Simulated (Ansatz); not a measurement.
## Rb: energy from the work of forces and stress

```yaml
crystal:
  lattice:
    - [-2.95451, 2.95451, 2.73085]
    - [2.95451, -2.95451, 2.73085]
    - [2.95451, 2.95451, -2.73085]
  atoms:
    - { symbol: Rb, position: [0.00000, 0.00000, 0.00000] }
```

The calculation used DFT PBE, scalar-relativistic, plane waves, PAW (Ansatz).

Cutoff 420 eV; k points 10×10×10 on the computed 1-atom cell (Γ-centred); Gaussian smearing, width 0.10 eV; no spin polarisation.

At the start the stress (GPa, compression positive, xx yy zz yz xz xy) is -0.12 -0.12 -0.10 0.00 0.00 0.00 and all forces are under 0.005 eV/Å. Each variant moves atoms by u and then strains the cell by ε, so an atom ends at (r + u)(1 + ε); shears are tensor components, each standing twice in ε. The starting volume is 95.35 Å³.

Variant 1: strain (xx yy zz yz xz xy, %) -5.48 -5.48 0.52 0.00 0.00 0.00. There the stress is 0.21 0.21 0.19 0.00 0.00 0.00 GPa.

Variant 2: strain (xx yy zz yz xz xy, %) 2.44 2.44 8.44 0.00 0.00 0.00. There the stress is -0.34 -0.34 -0.35 0.00 0.00 0.00 GPa.

Variant 3: strain (xx yy zz yz xz xy, %) 4.32 4.32 1.32 0.00 0.00 0.00. There the stress is -0.31 -0.31 -0.27 0.00 0.00 0.00 GPa.

Variant 4: strain (xx yy zz yz xz xy, %) 2.32 2.32 -6.68 0.00 0.00 0.00. There the stress is -0.11 -0.11 0.10 0.00 0.00 0.00 GPa.

Problem. Estimate each change of free energy from forces and stresses by the trapezoid rule along the path (r + tu)(1 + tε), t from 0 to 1, and compare with the computed change.

Solution. The derivative of the energy along the path is −F·u(1 + tε) for the atoms and −V σ(1 + tε)⁻¹ : ε for the cell, with F, σ and V taken at t (σ positive in compression; 1 eV/Å³ = 160.2 GPa). Averaging t = 0 and t = 1 gives, in meV per atom:
| variant | work on atoms | work on cell | sum | computed |
| --- | --- | --- | --- | --- |
| 1 | 0.0 | 2.4 | 2.4 | 2.1 |
| 2 | 0.0 | 19.0 | 19.0 | 20.1 |
| 3 | 0.0 | 13.1 | 13.1 | 13.4 |
| 4 | 0.0 | 3.1 | 3.1 | 2.8 |

The rule is exact for a quadratic energy surface and overshoots a term ct³ by c/2, so the difference between the last two columns measures the net anharmonic part along the path (terms of opposite sign can cancel, and the finite basis adds a little): 3 to 17 % here.